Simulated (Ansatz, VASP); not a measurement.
**TaInSe3: VASP beside Ansatz**

Aim: how closely do two programs agree when they are given the same cell, functional and k mesh? The cell is generated by rule, not measured, and may not be a known phase. The cell is taken from a series of runs on this material, whose earlier steps may have relaxed, scaled, displaced or heated it; both programs get it as it stands.

Program: Ansatz 0.2.0. Level of theory: plane waves, with VASP 6.6.1 beside it; zone-centre phonons at PBEsol. Results are calculated unless marked as measured.

The structure was built from a prototype and need not be the compound's stable phase.

**1. The structure**

Symmetry: R3m, No. 160, trigonal system. Conventional cell: a = 7.096 Å, b = 7.096 Å, c = 8.756 Å, α = 90.00°, β = 90.00°, γ = 120.00°. Nearest to In lie 3 Se at 3.20 Å. Nearest to Ta lie 6 Se at 2.50 to 2.53 Å. Se has 2 Ta at 2.50 to 2.53 Å and 1 In at 3.20 Å nearest. Farther neighbours and most contacts between anions are not listed.

**2. Ansatz: zone-centre phonons, PBEsol**

Ansatz runs on its default PAW (the set named soft_2) files.

Second derivatives magnify differences that forces hide, and they need a tight electronic threshold.

File input.yaml:

```yaml
crystal:
  lattice:
    - [5.0300141183, -0.0126304168, -0.0126304168]
    - [-0.0126304168, 5.0300141183, 0.0126304168]
    - [-0.0126304168, 0.0126304168, 5.0300141183]
  atoms:
    - { symbol: In, position: [0.0377365973, -0.0377365973, -0.0377365973] }
    - { symbol: Ta, position: [0.4929164119, 0.5070835881, 0.5070835881] }
    - { symbol: Se, position: [0.4847482821, 0.5152517179, 0.0106201395] }
    - { symbol: Se, position: [0.4847482821, 0.0106201395, 0.5152517179] }
    - { symbol: Se, position: [-0.0106201395, 0.5152517179, 0.5152517179] }
kpoints:
  mp_grid: { grid: [6, 6, 6] }
hamiltonian:
  xc: pbesol
scf:
  occupations: { method: methfessel_paxton, width: 0.15 }
output:
  eigenvalues: true
phonons:
  method: dfpt
```

On the command line:

```
$ ansatz run input.yaml --threads 8 --pin off --max-ram 14336MiB --backend cpu --events-out ev --progress --plain --runs-dir out
```

Numbers of over 12 decimals in the logs are rounded to 6 here.

The log of the run:

```text
Engine: ansatz 0.2.0, aarch64-unknown-linux-gnu
Pseudopotentials: kind: paw
Pseudopotential: In, paw, valence charge 13, recommended cutoff 420 eV (normal), In.paw.azcp
Pseudopotential: Ta, paw, valence charge 13, recommended cutoff 420 eV (normal), Ta.paw.azcp
Pseudopotential: Se, paw, valence charge 16, recommended cutoff 420 eV (normal), Se.paw.azcp
Functional definition: PBEsol
  exchange = pbesol_x
  correlation = pbesol_c
Crystal: 5 atoms, lattice volume = 127.262 Å³
Basis set: ecut = 420 eV, 2517 PW (Γ), exchange–correlation on 72×72×72 points (8 copies of the dense FFT grid, shifted against one another)
Bands: 45, of which v1, the nominal top of the filled ones, is band 37 counted from 1 (36 counted from 0)
Symmetry: 6 space group operations
k-points: 112 of 216 (irreducible under 1 space group operation, time reversal used)
Non-local potential: In, projectors of the file, l = 0: 2, l = 1: 2, l = 2: 2, l = 3: 2
Non-local potential: Ta, projectors of the file, l = 0: 3, l = 1: 2, l = 2: 2, l = 3: 1
Non-local potential: Se, projectors of the file, l = 0: 2, l = 1: 2, l = 2: 3, l = 3: 1
PAW form: soft (Blöchl's): semilocal exchange-correlation on the pseudo side does not see the compensation charge
PAW frozen core: In, regenerated for the run's functional, and the local potential with it (the file was generated under x = pbe(κ = 0.804, μ = 0.219515), c = pbe(β = 0.066725))
PAW frozen core: Ta, regenerated for the run's functional, and the local potential with it (the file was generated under x = pbe(κ = 0.804, μ = 0.219515), c = pbe(β = 0.066725))
PAW frozen core: Se, regenerated for the run's functional, and the local potential with it (the file was generated under x = pbe(κ = 0.804, μ = 0.219515), c = pbe(β = 0.066725))
PAW one-centre angular grid: In, 590 points (default); XC on 64 Gauss nodes
PAW one-centre angular grid: Ta, 590 points (default); XC on 64 Gauss nodes
PAW one-centre angular grid: Se, 590 points (default); XC on 64 Gauss nodes
Initial density: superposition of atomic densities (neutral atoms: chi_scale 0, normalization atom), corrected by the library's trained network
Initial wavefunctions: pseudopotential atomic-orbital guess
Functional: x = pbesol(κ = 0.804, μ = 0.123457), c = pbesol(β = 0.046)
SCF iter   1: F=—  HF=-31606.311886 eV  |F-HF|=—  |Δ(HF+E_count)|=         —  Δρ=3.83e-3  dr2=3.59e-2  ethr=1.77e-3  ⟨swp⟩=6.4  Hψ=18258  notcnv=0
preconditioner: auto → Resta (q_TF=auto, 2.493 Å⁻¹)  ε∞=4.5  [insulator: Δε(μ)=0.258 eV  Ē_g=10.566 eV  σ=0.150 eV  W_gap=0.89  n_scr=26 (ndim 8)  ℏωp=19.7 eV  f_vac=0.032  D(μ)=0.21/eV (n_scr^D=0)  ε∞_Penn≈4.5]
SCF iter   2: F=—  HF=-31606.304996 eV  |F-HF|=—  |Δ(HF+E_count)|=   6.89e-3  S|Δr|=    0.00e0  Δρ=1.94e-3  dr2=7.77e-3  ethr=4.85e-5  ⟨swp⟩=2.6  Hψ=8210  notcnv=0
SCF iter   3: F=—  HF=-31606.303099 eV  |F-HF|=—  |Δ(HF+E_count)|=   1.90e-3  S|Δr|=    0.00e0  Δρ=6.49e-4  dr2=1.32e-3  ethr=1.05e-5  ⟨swp⟩=2.0  Hψ=5992  notcnv=0  defer=2
SCF iter   4: F=—  HF=-31606.302903 eV  |F-HF|=—  |Δ(HF+E_count)|=   1.96e-4  S|Δr|=    0.00e0  Δρ=2.42e-4  dr2=1.08e-4  ethr=1.78e-6  ⟨swp⟩=2.0  Hψ=5933  notcnv=0  defer=2
SCF iter   5: F=—  HF=-31606.302906 eV  |F-HF|=—  |Δ(HF+E_count)|=   3.12e-6  S|Δr|=    0.00e0  Δρ=1.18e-4  dr2=1.94e-5  ethr=1.46e-7  ⟨swp⟩=2.1  Hψ=8577  notcnv=0  defer=2
SCF iter   6: F=—  HF=-31606.302911 eV  |F-HF|=—  |Δ(HF+E_count)|=   5.21e-6  S|Δr|=    0.00e0  Δρ=2.58e-5  dr2=9.92e-7  ethr=2.62e-8  ⟨swp⟩=2.9  Hψ=8894  notcnv=0  defer=2
SCF iter   7: F=—  HF=-31606.302911 eV  |F-HF|=—  |Δ(HF+E_count)|=   7.91e-8  S|Δr|=    0.00e0  Δρ=6.27e-6  dr2=7.23e-8  ethr=1.34e-9  ⟨swp⟩=2.0  Hψ=6876  notcnv=0  defer=2
SCF iter   8: F=—  HF=-31606.302911 eV  |F-HF|=—  |Δ(HF+E_count)|=   3.13e-8  S|Δr|=    0.00e0  Δρ=1.65e-6  dr2=5.14e-9  ethr=9.77e-11  ⟨swp⟩=2.0  Hψ=6895  notcnv=0  defer=2
SCF iter   9: F=—  HF=-31606.302911 eV  |F-HF|=—  |Δ(HF+E_count)|=   1.39e-9  S|Δr|=    0.00e0  Δρ=4.52e-7  dr2=3.08e-10  ethr=6.95e-12  ⟨swp⟩=2.0  Hψ=6962  notcnv=0  defer=2
SCF iter  10: F=—  HF=-31606.302911 eV  |F-HF|=—  |Δ(HF+E_count)|=  1.82e-11  S|Δr|=    0.00e0  Δρ=1.05e-7  dr2=1.53e-11  ethr=1.00e-12  ⟨swp⟩=2.1  Hψ=7192  notcnv=0  defer=2
SCF iter  11: F=-31606.302911 eV  HF=-31606.302911 eV  |F-HF|=7.28e-12  |Δ(HF+E_count)|=  7.28e-12  S|Δr|=    0.00e0  Δρ=2.50e-8  dr2=8.15e-13  ethr=1.00e-12  ⟨swp⟩=9.6  Hψ=22721  notcnv=0
SCF 1 converged in 11 iterations: F = -31606.302911 eV  dr2 = 8.15e-13
  greatest PAW one-centre occupation: 1.000 electrons in one spin orbital (limit 2), on the Se atom at site 3 (counted from 0), in its partial waves of l = 2
DFPT response loops at Γ: preconditioner auto → Kerker (q_TF=auto, 2.493 Å⁻¹) (partly filled bands, converged f_vac=0.028); β = 1.00, the filter's whole step (`scf.mixing.beta` (0.50) is not read by the response loops under this deck's `scf.mixing.preconditioner`; to damp them name `kerker` or `kerker_dos`, under which they read `scf.mixing.beta`, and type it under 1.00, their step now; both keys bind the ground state too); Broyden in place of MSR1
SCF converged after 11 iterations
Stability not checked: this state was not tested for a lower state beside it, because cold or Methfessel-Paxton smearing, or corrected tetrahedra, fill the levels in a way that the test cannot read (fill_not_monotonic; see scf.lower_state_search)
Free energy (F): -31606.302911 eV
Harris-Foulkes:  -31606.302911 eV  (|F-HF|=7.28e-12)
Internal energy: -31606.308865 eV  (E = F + TS)
E sigma→0 (E₀):  -31606.304399 eV
Entropy (-TS):   0.005954 eV (1.191 meV/atom)
Fermi energy:    8.985106 eV
Step filling:    the computed levels leave a gap of 0.2589 eV = 1.7 smearing widths at the electron count; against every level under it full and every level over it empty, smearing changes F+E_penalty+E_count by +1.909 meV and its σ→0 estimate by +0.421 meV
--- Per-component energies (eV) ---
  E_band       = -1383.338310
  E_kinetic    = 961.281421
  E_local      = -9698.818775  (includes V_loc(G=0)·N_el)
  E_nonlocal   = -1395.134301
  E_hartree    = 4550.706194
  E_xc         = -740.938520
  E_vxc        = -598.064427  (∫ρ·V_xc dr)
  E_paw        = -17953.678080  (= ΣΔE_a)
  E_vpaw       = 245.986983  (= ΣTr[D̂ρ^β])
  E_aug_tail   = -0.001648  (compensation charges beyond the density's cutoff)
  E_ewald      = -7333.200056
  E_core_change = 3.474900  (= ΣΔE_core)
  E_smearing   = 0.005954  (= −TS)
  E_closure    = 0.000000  (closes the sum)
  Σ components = -31606.302911   (vs F -31606.302911, Δ=0.00e0)
--- Band table (eV; the first three rows and the last of 112) ---
  k-point 0: bands = [... 33 lower, 7.7870, 8.0991, 8.1848, 8.1848, 8.3659, 8.3659, 8.4144, 10.5961, ... 4 higher]
  k-point 1: bands = [... 33 lower, 7.5546, 7.7039, 8.0584, 8.1060, 8.3703, 9.2910, 9.3552, 10.6061, ... 4 higher]
  k-point 2: bands = [... 33 lower, 7.2924, 7.9633, 8.1775, 8.3128, 8.4616, 10.3497, 10.4299, 10.6232, ... 4 higher]
  k-point 111: bands = [... 33 lower, 5.8286, 9.1796, 9.1796, 9.2423, 10.7078, 10.7078, 10.7269, 14.1713, ... 4 higher]
--- Phonons (Γ-DFPT): 4 representative perturbations + reference, on 112 of 216 k-points (Σ response iterations 12) ---
  k mesh reduced under 1 symmetry operation, with k and −k counted as one. Each operation leaves every solved perturbation unchanged. A smaller set is not used because it would not reduce the number of displacements times k-points to solve
  ASR residual: 1.435e-4 → 0.000e0 eV/Å²; symmetrization residual: 1.730e-5 eV/Å²
  ASR residual per site (eV/Å²): 2.85e-5 1.43e-4 1.31e-5 1.31e-5 1.31e-5
  Γ frequencies (cm⁻¹): 0.00 0.00 0.00 13.27 13.27 42.72 56.01 56.01 59.25 60.84 69.24 69.24 219.27 219.27 222.55
  non-analytic LO–TO correction: not included (Born effective charges unavailable; polar crystals: no LO–TO splitting at Γ)
```

The column dr2 measures how far the density is from self-consistency, as an energy; F and HF (Harris–Foulkes) agree once it is small.

(Continued in part 2 of 3.)

[Lines on the potential files, build, host, timing and source positions are cut from VASP's logs without a mark.]

[Logs are printed without paths, hosts, clocks, repeated set-up lines and the standing remarks that a program may print on its own settings, such as how far it seeks lower states.]

[Hosts, paths, dates, database ids (printed as entryN), source tags and the programs' standing remarks are cut or masked in the printed files.]
